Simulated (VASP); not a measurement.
Here is a VASP 6.6.1 calculation.

INCAR

```
SYSTEM = ZnO
  ALGO = Normal
  EDIFF = 1E-7
  EDIFFG = -0.005
  ENCUT = 600
  GGA = PS
  IBRION = 2
  ISIF = 3
  ISMEAR = 0
  LASPH = .TRUE.
  LCHARG = .FALSE.
  LREAL = .FALSE.
  LWAVE = .FALSE.
  NELM = 80
  NSW = 90
  PREC = Accurate
  SIGMA = 0.03
```

Contents of KPOINTS:

```
k-points
0
G
  9 9 5
  0 0 0
```

The input POSCAR:

```
ZnO                                     
1.0
    3.2361380551      0.0000000000      0.0000000000
   -1.6180690275      2.8025777632     -0.0000000000
    0.0000000000      0.0000000000      5.2217173326
  Zn              O             
     2     2
Direct
     0.3333333300000021    0.6666666699999979    0.4999792735053055
     0.6666666699999979    0.3333333300000021    0.9999792735053056
     0.6666666699999979    0.3333333300000021    0.3790307264946954
     0.3333333300000021    0.6666666699999979    0.8790307264946954
```

Potentials or basis: VASP PAW PBE potentials, release 64 (Zn, O).

Run with:

```bash
$ cat potpaw_PBE.64/Zn/POTCAR potpaw_PBE.64/O/POTCAR > POTCAR
$ mpirun -np 1 vasp_std > vasp.out
```

Task: Predict the relaxed volume.

Result: 11.85 Å³/atom.

Task: What does it give for the relaxed cell?

Result: a = 3.237 Å, b = 3.237 Å, c = 5.224 Å, α = 90.00°, β = 90.00°, γ = 120.00°.

Task: Predict the space group after relaxing (to 0.05 Å).

Result: P6_3mc (No. 186).

Task: Estimate the band gap on the k mesh.

Result: 0.68 eV, direct.

Forces on the atoms (eV/Å):
```
Zn   0.000  0.000  0.002
Zn   0.000  0.000  0.002
O    0.000  0.000 -0.002
O    0.000  0.000 -0.002
```

Caveat: the PAW data sets were made with another functional, which shifts forces and pressure a little. As with any semilocal functional, this PBEsol gap is likely too small.
